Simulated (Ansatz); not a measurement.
Space group P4_2/mnm (No. 136). a = 4.444 Å, b = 4.444 Å, c = 2.921 Å, α = 90.00°, β = 90.00°, γ = 90.00°
| atom | site | symmetry | x | y | z |
| --- | --- | --- | --- | --- | --- |
| Cr | 2a | m.mm | 0.0000 | 0.0000 | 0.0000 |
| O | 4f | m.2m | 0.3036 | 0.3036 | 0.0000 |

Equation of state of this CrO2 structure (not necessarily the ground state), with shape and atoms relaxed at each volume where symmetry leaves them free. It has no gap at any of these volumes. Theory: DFT PBE, scalar-relativistic, plane waves, PAW (Ansatz).

Settings: cutoff 420 eV, Γ-centred mesh 8×8×12 on the computed 6-atom cell, Gaussian smearing of 0.10 eV; collinear spin.

```tsv
V (Å³/atom)	E − E(largest V) (meV/atom)	P (GPa)
8.462	71.66	40.08
8.751	11.26	27.36
9.039	-28.07	16.63
9.328	-49.66	7.60
9.616	-56.32	0.01
9.904	-50.51	-6.30
10.193	-34.33	-11.47
10.578	0.00	-16.84
```

Fit a third-order Birch–Murnaghan equation to E(V).

V0 = 9.62 Å³/atom, B0 = 228 GPa, B0' = 5.0.

Moments started parallel, and an antiferromagnetic order may lie lower.